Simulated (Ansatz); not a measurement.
# Al4P and its competing phases

Theory: DFT PBE, scalar-relativistic, plane waves, PAW (Ansatz 0.2.0). Settings: cutoff 420 eV, Γ-centred meshes spaced at most about 0.3 Å⁻¹, and about 0.25 Å⁻¹ or finer for metals (2π included), Gaussian smearing. No spin polarisation.

The zero of energy is the elements' standard structures at the same level; no fitted shifts are applied. The references include black phosphorus.

All energies are static (0 K, no zero-point motion). The reference form of P is held partly by dispersion forces, which this level lacks.

The competitors are the elements and 1 reference phase of this chemical system (from databases or known types: AlP), relaxed at the same level; other known phases may be missing.

The candidate was reached from: random cell.

```
CELL_PARAMETERS angstrom
2.76448 0.00000 0.00000
-1.38224 2.39411 0.00000
0.00000 0.00000 13.46296
ATOMIC_POSITIONS crystal
Al 0.00000 0.00000 0.10384
Al 0.00000 0.00000 0.89616
Al 0.00000 0.00000 0.31424
Al 0.00000 0.00000 0.68576
P 0.00000 0.00000 0.50000
```

The lowest competing mixture at this composition:

```tsv
phase	space group	source	share of atoms	ΔE_f (eV/atom)
Al	-	element	0.6000	0.000
AlP	F-43m (No. 216)	Materials Project	0.4000	-0.633
```

Problem. What are the hull's energy here, the candidate's formation energy and its margin?

Solution. The hull lies at -0.253 eV/atom, the weighted sum of the last column. The candidate has 0.189 eV/atom, which is 0.44 eV/atom above it. The candidate matches no cell in the subsets of the Crystallography Open Database and the Materials Project at hand. A phase this far over the hull is unlikely to be made.
